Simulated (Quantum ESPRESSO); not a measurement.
**BN under changes of volume**

One of the cells (8.967 Å³/atom); the others are scaled copies at fixed shape and fractional positions:

```xyz
4
Lattice="2.4982 0.0000 0.0000 -1.2491 2.1635 0.0000 0.0000 0.0000 6.6357" Properties=species:S:1:pos:R:3 pbc="T T T"
N     1.2491    0.7212    1.6589
N     0.0000    1.4424    4.9768
B     1.2491    0.7212    4.9768
B     0.0000    1.4424    1.6589
```

| Property | Result |
| --- | --- |
| Program | Quantum ESPRESSO 7.5 |
| Functional | r2SCAN |
| Potentials or basis | SG15 PBE 1.2 |
| Cutoff | 1197 eV |
| Density cutoff | 4789 eV |
| k mesh | 9 × 9 × 3 |
| Occupations | fermi-dirac, width 0.05 eV |
| Spin | no spin polarisation |

| volume (Å³/atom) | energy over the lowest point (meV/atom) | pressure (GPa) | gap on the mesh (eV) |
| --- | --- | --- | --- |
| 8.429 | 26.18 | 16.6 | 5.18 |
| 8.608 | ? | ? | ? |
| 8.787 | 2.52 | 4.8 | 5.12 |
| 8.967 | 0.00 | -0.3 | 5.09 |
| 9.146 | 2.97 | -5.0 | 5.06 |
| 9.325 | 10.95 | -9.3 | 5.03 |
| 9.505 | 23.52 | -13.2 | 4.99 |

Q: What does the run at 8.608 Å³/atom give?

A: Energy over the lowest point 11.06 meV/atom; pressure 10.5 GPa; gap on the mesh 5.15 eV.

Worked out: A Birch-Murnaghan fit of order 3 (a polynomial in V^(-2/3)) to the other rows has its minimum at 8.96 Å³/atom with B0 = V·E''(V) = 246 GPa and B' = 3.7 at fixed shape and positions, which overstates the stiffness. It gives 11.05 meV/atom at 8.608 Å³/atom, against the run's 11.06, and -dE/dV = 10.5 GPa, against 10.5. A straight line through the other rows of the gap, of slope -1.55 eV per unit of ln V, gives 5.15 eV, against the run's 5.15.

Energies are extrapolated to zero smearing.

Caveats: the potentials were made for another functional, which shifts forces and pressure; an odd mesh through Γ misses points on the zone boundary, where band edges often lie.
